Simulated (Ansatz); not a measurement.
## AlRu in Ansatz: the effect of functional

The system is AlRu.

```xyz
2
Lattice="2.9715 0.0000 0.0000 0.0000 2.9715 0.0000 0.0000 0.0000 2.9715" Properties=species:S:1:pos:R:3 pbc="T T T"
Ru    1.4858    1.4858    1.4858
Al    0.0000    0.0000    0.0000
```

The cell isn't the ideal one: volume scaled by 0.98.

Alike in all runs:

| Property | Result |
| --- | --- |
| Program | Ansatz 0.2.0 |
| Task | single point |
| Potentials or basis | Ansatz PAW |
| k mesh | 9 × 9 × 9 |
| Occupations | fermi-dirac, width 0.05 eV |
| Spin | no spin polarisation |

Task: One run gave: pressure 2.4 GPa. Which functional did it use?
A. PBE
B. LDA
C. r2SCAN

Result: C.

```csv
functional,cutoff,pressure (GPa)
LDA,420 eV (not typed: the program's choice for these potentials),-4.0
r2SCAN,500 eV (not typed: the program's choice for these potentials),2.4
PBE,420 eV (not typed: the program's choice for these potentials),7.1
```

Caveats: the PAW data sets come from PBE, with cores solved anew for the run's functional, which leaves a small shift of forces and pressure (some runs).
